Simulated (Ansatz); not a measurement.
Crystal: In$_{2}$O$_{3}$, cubic X2O3 (oxygen-deficient fluorite) type, 10 atoms in the cell.

Space group Pn-3m, simple cubic cell, positions in fractions of the edge: In (0.25 0.25 0.25), (0.75 0.75 0.25), (0.75 0.25 0.75), (0.25 0.75 0.75); O (0.5 0 0), (0 0.5 0), (0 0 0.5), (0.5 0.5 0), (0.5 0 0.5), (0 0.5 0.5).

Method: PBE, plane waves, PAW datasets (generated soft set 1) (Ansatz).

Cutoff 420 eV; k-mesh 21×21×21 Γ-centred; Fermi–Dirac smearing of 0.0612 eV; no spin polarisation; no spin–orbit coupling.

The fit to the energies gives V₀ = 14.032 Å³/atom (a₀ = 5.196 Å), B₀ = 132 GPa, B₀′ = 4.73.

Q: What pressure does the program print at V = 13.195 Å³/atom, and how far above the lowest computed point (V = 14.038 Å³/atom) does the energy lie?

A: 9.39 GPa and 23.11 meV/atom. All points:

```csv
V (Å³/atom),a (Å),E − E(min) (meV/atom),P (GPa)
13.195,5.0911,23.11,9.39
13.476,5.1269,9.80,5.87
13.757,5.1623,2.31,2.74
14.038,5.1971,0.00,-0.05
14.880,5.2991,18.85,-6.73
```

The published all-electron PBE values for this crystal (mean of FLEUR and WIEN2k, k-spacing 0.06 Å⁻¹; Bosoni et al., Nat. Rev. Phys. 6, 45 (2024)) are V₀ = 14.038 Å³/atom, B₀ = 131.8 GPa, B₀′ = 4.74.

The stress includes the program's correction for the finite plane-wave basis.

This cubic structure is a model: it isn't the usual form of the substance at ambient conditions, and such phases are metastable or hypothetical.
